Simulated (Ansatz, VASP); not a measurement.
**Two plane-wave programs on Si16Ge (a cell with a defect)**

```
Si Ge
1.0
     0.00000    5.43000    5.43000
     5.43000    0.00000    5.43000
     5.43000    5.43000    0.00000
Si Ge
16 1
Direct
  0.01225 0.01210 0.96559
  0.12760 0.12743 0.10672
  0.97614 0.97595 0.47559
  0.10264 0.10246 0.60215
  0.01828 0.49771 0.99740
  0.15947 0.61301 0.11272
  0.01223 0.46591 0.51180
  0.12759 0.60706 0.62711
  0.49788 0.01809 0.99740
  0.61317 0.15930 0.11273
  0.46609 0.01207 0.51179
  0.60725 0.12742 0.62710
  0.52288 0.52272 0.02239
  0.64943 0.64924 0.14888
  0.49790 0.49774 0.51774
  0.61319 0.61305 0.65897
  0.81271 0.81253 0.31219
```

Alike in both runs: functional PBE; dispersion D3(BJ); k mesh 2 × 2 × 2; occupations fermi-dirac, width 0.02 eV; no spin polarisation.

Ansatz relaxed the structure, and its values are those at the end. VASP's run is a single point on that final structure, the one shown.

|  | VASP | Ansatz |
| --- | --- | --- |
| version | VASP 6.6.1 | Ansatz 0.2.0 |
| potentials or method | VASP PAW PBE potentials, release 64 (Si, Ge_d) | scalar-relativistic, plane waves, PAW |
| plane-wave cutoff (eV) | 520 | 420 |
| valence electrons in the cell | 78 | 78 |

|  | VASP | Ansatz | Ansatz less VASP |
| --- | --- | --- | --- |
| rms of the force components (eV/Å) | 0.005 | 0.005 | +0.0001 |
| dispersion energy (meV/atom) | -333.3 | -333.4 | -0.08 |

Caveats: the k mesh is coarse (spacing up to 0.50 Å⁻¹), so the values aren't converged.
